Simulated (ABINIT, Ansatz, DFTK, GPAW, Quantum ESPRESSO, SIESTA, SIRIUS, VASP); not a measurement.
One calculation of Sr, 8 ways

```
Sr
1.0
     0.00000    3.04235    3.04235
     3.04235    0.00000    3.04235
     3.04235    3.04235    0.00000
Sr
1
Direct
  0.00000 0.00000 0.00000
```

Alike in all runs: task single point; functional PBEsol; k mesh 8 × 8 × 8; occupations fermi-dirac, width 0.05 eV; no spin polarisation; no spin-orbit coupling. Pressure is positive in compression and, in plane waves, holds the error of the finite cutoff.

```tsv
program and potentials	plane-wave cutoff (eV)	notes	band gap (eV)	pressure (GPa)
Quantum ESPRESSO, GBRV 1.5 PBEsol	612	-	no gap	-0.89
VASP, PBE PAW files Sr_sv, 520 eV	520	potentials made for PBE	no gap	-0.89
DFTK, PseudoDojo SR PBEsol 0.4.1 standard (PBEsol)	1088	-	no gap	-0.90
SIESTA, files PseudoDojo sr-pbesol-0.4.1-standard, DZP (energy shift 0.003 Ry; two zetas on semicore shells; d shell added on Sr)	-	atomic basis	no gap	-0.93
ABINIT, PseudoDojo NC SR PBEsol v0.4.1 standard	925	-	?	?
GPAW, PAW data sets generated for this functional	600	-	no gap	-0.85
Ansatz, all-electron LAPW, scalar-relativistic	-	-	no gap	-0.90
SIRIUS, PseudoDojo 0.4.1 PBEsol standard (scalar relativistic)	937	-	no gap	-0.90
```

Estimate from the other rows what the run with ABINIT, PseudoDojo NC SR PBEsol v0.4.1 standard gave.

No band gap; pressure -0.91 GPa. The other rows, which needn't bracket it: pressure -0.93 to -0.85.
